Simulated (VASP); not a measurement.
# SnO₂: on-the-fly training of a machine-learned force field

SnO₂, P4_2/mnm (no. 136), 24 atoms in the cell. PBE, machine-learned force field (on-the-fly training); PAW potentials Sn, O (PBE set).

Atoms in the training cell: 24; Target temperature (K): 700; Ensemble of the training: NpT, Langevin, temperature ramp.

## Input

INCAR:
```
SYSTEM = SnO2
ALGO = Normal
EDIFF = 1E-6
ENCUT = 520
GGA = PE
IBRION = 0
ISIF = 3
ISMEAR = 0
ISYM = 0
KPAR = 4
LANGEVIN_GAMMA = 10 10
LANGEVIN_GAMMA_L = 5
LASPH = .TRUE.
LCHARG = .FALSE.
LREAL = Auto
LWAVE = .FALSE.
MDALGO = 3
ML_LMLFF = .TRUE.
ML_MB = 1200
ML_MCONF = 600
ML_MODE = train
NCORE = 2
NELM = 80
NELMIN = 4
NSW = 6000
NWRITE = 0
PMASS = 100
POTIM = 1.5
PREC = Normal
RANDOM_SEED = 281527 0 0
SIGMA = 0.05
TEBEG = 210
TEEND = 910
```

KPOINTS:
```
k-points
0
Monkhorst-Pack
  2 2 2
```

POSCAR:
```
SnO2
1.0
    4.738000000000      4.738000000000      0.000000000000
   -4.738000000000      4.738000000000      0.000000000000
    0.000000000000      0.000000000000      6.373000000000
Sn O
8 16
Direct
    0.486536785009     -0.003307899348      0.247661745281
    0.509855372123      0.004531033945      0.751032854850
   -0.008468305250      0.498530183401      0.257049230542
    0.012078209068      0.491376017726      0.738388558004
    0.004063447975      0.016198507563      0.001910081034
   -0.011497452735      0.010437560044      0.489048555091
    0.492925534504      0.500894569043     -0.006715644484
    0.503104426963      0.496096679344      0.494450670723
    0.507848204730      0.695560726977      0.234531397727
    0.492164557942      0.688315678157      0.748369792328
   -0.008033315868      0.201195330144      0.249643316419
   -0.008562247295      0.188191755461      0.746269979628
    0.677409048240     -0.001670830590      0.002116294359
    0.693285898037      0.014434229880      0.506746470948
    0.181973314755      0.514372808539     -0.010372351742
    0.193385579650      0.500066957191      0.481279493599
    0.496902411006      0.306958373738      0.259056964053
    0.497192455191      0.319253790877      0.739653480969
   -0.007419358766      0.803875967017      0.263639397040
    0.018995012258      0.818899405254      0.756043461909
    0.317773336492     -0.000027289093     -0.005711076754
    0.315206967630      0.008993777845      0.496266586237
    0.808161055746      0.498670179453      0.005735601690
    0.803824753288      0.501345801097      0.502281952883
```

Commands:
```
cat potpaw_PBE.64/Sn/POTCAR potpaw_PBE.64/O/POTCAR > POTCAR
# POSCAR: the crystal's sites, moved at random by about 0.06 A along each axis
mpirun -np 8 vasp_std > vasp.out
cp ML_ABN ../ML_AB.train
cp ML_FFN ../ML_FF.train
```

## Result

- MD steps with a DFT calculation: 147
- MD steps: 6000
- Force error on the training data while learning (meV/Å): 3256.6
- Energy error on the training data while learning (meV/atom): 604.456
- Last threshold of the force error (eV/Å): 0.0967

Errors on the training data as learning went on:

| MD step | Energy (meV/atom) | Forces (meV/Å) | Stress (kbar) |
|---|---|---|---|
| 1 | 1.565 | 188.0 | 163.12 |
| 5 | 0.014 | 48.4 | 0.19 |
| 9 | 0.061 | 25.9 | 0.40 |
| 12 | 0.102 | 22.5 | 0.61 |
| 34 | 0.120 | 16.9 | 0.85 |
| 174 | 16.383 | 745.3 | 42.15 |
| 178 | 17.970 | 732.6 | 42.17 |
| 202 | 30.049 | 774.6 | 43.06 |
| 600 | 155.405 | 1063.8 | 64.46 |
| 2008 | 229.565 | 1390.2 | 56.29 |
| 4690 | 362.964 | 1772.2 | 57.91 |
| 4938 | 517.692 | 3234.1 | 58.68 |
| 5138 | 562.665 | 3043.7 | 56.78 |
| 6000 | 604.456 | 3256.6 | 66.76 |

DFT calculations in each fifth of the run: 67, 7, 4, 17, 52.

ML_LOGFILE:
```
ML_LOGFILE 0.2.5

* MEMORY INFORMATION ********************

Estimated memory consumption for ML force field generation (MB):

Persistent allocations for force field  :    178.6
|
|-- CMAT for basis  :     26.2
|-- SINV for basis  :      6.6
|-- FMAT for basis  :    121.4
|-- DESC for basis  :      3.1
|-- DESC product matrix  :      3.3

Persistent allocations for ab initio data     :      1.3
|
|-- Ab initio data  :      1.3
|-- Ab initio data (new)  :      0.1

Temporary allocations for sparsification  :     62.4
|
|-- SVD matrices  :     62.3

Other temporary allocations  :     28.1
|
|-- Descriptors  :      8.4
|-- Regression  :     11.0
|-- Prediction  :      8.8

Total memory consumption  :    277.0

********************

* MACHINE LEARNING SETTINGS ********************

General settings
------------------------------------------------------------
Machine learning operation mode in strings (supertag)  :         train (I) ML_MODE
Machine learning operation mode  :             0     ML_ISTART
Machine learning force field type  :        kernel     ML_TYPE
Controls the verbosity of the output at each MD step when machine learning is used  :             1     ML_OUTPUT_MODE
[... 435 lines left out ...]

Program part                                         system clock (sec)       cpu time (sec)
---------------------------------------------------|--------------------|-------------------
Setup (file I/O, parameters,...)                   |              0.261 |              0.231
Descriptor and design matrix                       |             20.495 |             20.127
Sparsification of configurations                   |              5.021 |              4.979
Regression                                         |              6.524 |              6.420
Prediction                                         |            150.117 |            147.843
---------------------------------------------------|--------------------|-------------------
TOTAL                                              |            182.417 |            179.601

********************
```

Limits: These errors are on the data that the field was fitted to, not on fresh structures; the cell changed its shape by 7 % in training, so part of the data may belong to another structure; the force error is 95 % of the forces' spread, so the field can't be used as it stands; a refit of the same data may do far better and has to be tested.

VASP 6.6.1 took 1374 s on 8 cores (Intel Xeon 6975P-C (Granite Rapids)), a shared host.
